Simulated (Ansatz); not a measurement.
## Deforming KI

```
K I
1.0
     0.00000    3.52455    3.52455
     3.52455    0.00000    3.52455
     3.52455    3.52455    0.00000
K I
1 1
Direct
  0.00000 0.00000 0.00000
  0.50000 0.50000 0.50000
```

Atom numbers follow the list: K1, I2.

The conventional cell has a = 7.049 Å, b = 7.049 Å, c = 7.049 Å, α = 90.00°, β = 90.00°, γ = 90.00°. Around K (atom 1) lie 6 I at 3.52 Å. Around I (atom 2) lie 6 K at 3.52 Å.

The cell is COD entry 9009735, as deposited and not checked against the literature; nothing was relaxed.

Spin–orbit coupling is left out, though it moves levels of the heavy atoms by tenths of an eV or more.

Method: Ansatz 0.2.0, DFT, PBEsol, all-electron LAPW, scalar-relativistic.

The runs use a Γ-centred 8×8×8 k mesh, Fermi–Dirac smearing of 0.01 eV, basis error target 1 meV/atom, no spin polarisation.

The unchanged cell is at -0.21 GPa.

x, y and z are the Cartesian axes of the cell as listed; fractional coordinates follow a strain, and an engineering shear is twice the off-diagonal strain component.

(1) With this change (equal xy, yz and zx engineering shear strains of -2 %), what becomes of the energy and stress and gap?

(2) With this change (equal xy, yz and zx engineering shear strains of -1 %), what becomes of the energy and stress and gap?

With equal xy, yz and zx engineering shear strains of +1 %: energy change under 1 meV/atom; stress change (xx, yy, zz, yz, xz, xy) 0.00, 0.00, 0.00, -0.04, -0.04, -0.04 GPa, compression positive; gap on the k mesh 3.83 → 3.82 eV.

(3) With this change (equal xy, yz and zx engineering shear strains of +2 %), what becomes of the energy and stress and gap?

Results:

(1) Energy change under 1 meV/atom; stress change (xx, yy, zz, yz, xz, xy) 0.00, 0.00, 0.00, 0.07, 0.07, 0.07 GPa, compression positive; gap on the k mesh 3.83 → 3.78 eV.

(2) Energy change under 1 meV/atom; stress change (xx, yy, zz, yz, xz, xy) 0.00, 0.00, 0.00, 0.03, 0.03, 0.03 GPa, compression positive; gap on the k mesh 3.83 → 3.81 eV.

(3) Energy change under 1 meV/atom; stress change (xx, yy, zz, yz, xz, xy) 0.00, 0.00, 0.00, -0.08, -0.08, -0.08 GPa, compression positive; gap on the k mesh 3.83 → 3.80 eV.
